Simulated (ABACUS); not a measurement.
Al in ABACUS: the effect of strain along c

Crystal: Al.

```
CELL_PARAMETERS angstrom
-1.55939 1.62304 1.55939
1.62304 -1.55939 1.55939
1.49575 1.49575 -1.49575
ATOMIC_POSITIONS crystal
Al 0.00000 0.00000 0.00000
```

The cell isn't the ideal one: cell strained by -0.06 along c.

Alike in all runs:

- Program: ABACUS 3.10.1
- Task: single point
- Functional: PBE
- Potentials or basis: PseudoDojo NC SR 0.4.1 PBE standard
- Cutoff: 1361 eV
- Density cutoff: 5442 eV
- Basis: DZP LCAO (the cutoffs set its grid)
- k mesh: 8 × 8 × 8
- Occupations: fermi-dirac, width 0.05 eV
- Spin: no spin polarisation
- Radial cutoff of the potentials (pseudo_rcut): 7 bohr
- Orbital files: Al Al_confined-atom_8au_2s2p1d.orb
- SCF threshold on the density: 1e-07
- Max SCF steps: 100
- Eigensolver: genelpa
- Mixing: broyden

Question: One run gave: pressure 7.0 GPa. Which strain along c did it use?
A. 0
B. -0.03
C. -0.06
D. 0.06
E. 0.03

Answer: B.

```tsv
strain along c	pressure (GPa)
-0.06	10.8
-0.03	7.0
0	4.2
0.03	1.7
0.06	-0.3
```

Caveats: some runs use coarse meshes; the atomic orbitals were generated for these runs and aren't a published set; the basis of atomic orbitals isn't converged, which shifts pressures, moduli and gaps.
